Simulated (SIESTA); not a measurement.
## BAs under changes of volume

One of the cells (13.626 Å³/atom); the others are scaled copies at fixed shape and fractional positions:

```
As B
1.0
     0.00000    2.38850    2.38850
     2.38850    0.00000    2.38850
     2.38850    2.38850    0.00000
As B
1 1
Direct
  0.75000 0.75000 0.75000
  0.00000 0.00000 0.00000
```

```yaml
Program: SIESTA 5.4.2
Functional: PBE
Potentials_or_basis: PseudoDojo 0.4 standard (PBE files)
Basis: DZP (energy shift 0.002 Ry)
Grid_cutoff: 500 Ry
Energy_shift: 0.002 Ry
k_mesh: 10 × 10 × 10
Occupations: fermi-dirac, width 0.05 eV
Spin: no spin polarisation
```

```tsv
volume (Å³/atom)	energy over the lowest point (meV/atom)	pressure (GPa)	gap on the mesh (eV)
12.809	?	?	?
13.081	49.22	13.5	1.45
13.354	29.23	10.1	1.47
13.626	14.89	6.8	1.48
13.899	5.75	4.0	1.49
14.171	0.85	1.7	1.51
14.444	0.00	-0.7	1.52
```

**Question.** What does the run at 12.809 Å³/atom give?

**Answer.** Energy over the lowest point 75.41 meV/atom; pressure 17.5 GPa; gap on the mesh 1.44 eV.

Worked out: A Birch-Murnaghan fit of order 3 (a polynomial in V^(-2/3)) to the other rows has its minimum at 14.37 Å³/atom with B0 = V·E''(V) = 110 GPa and B' = 5.6. It gives 75.63 meV/atom at 12.809 Å³/atom, against the run's 75.41, and -dE/dV = 17.6 GPa, against 17.5. A straight line through the other rows of the gap, of slope 0.692 eV per unit of ln V, extrapolates to 1.44 eV, against the run's 1.44.

Energies are extrapolated to zero smearing.

Caveats: semicore shells carry a single zeta, which can move pressures by several GPa and volumes by a few percent; the basis of atomic orbitals isn't converged, which shifts pressures, moduli and gaps.

A mesh can miss the band edges. Spin-orbit coupling on As is left out.
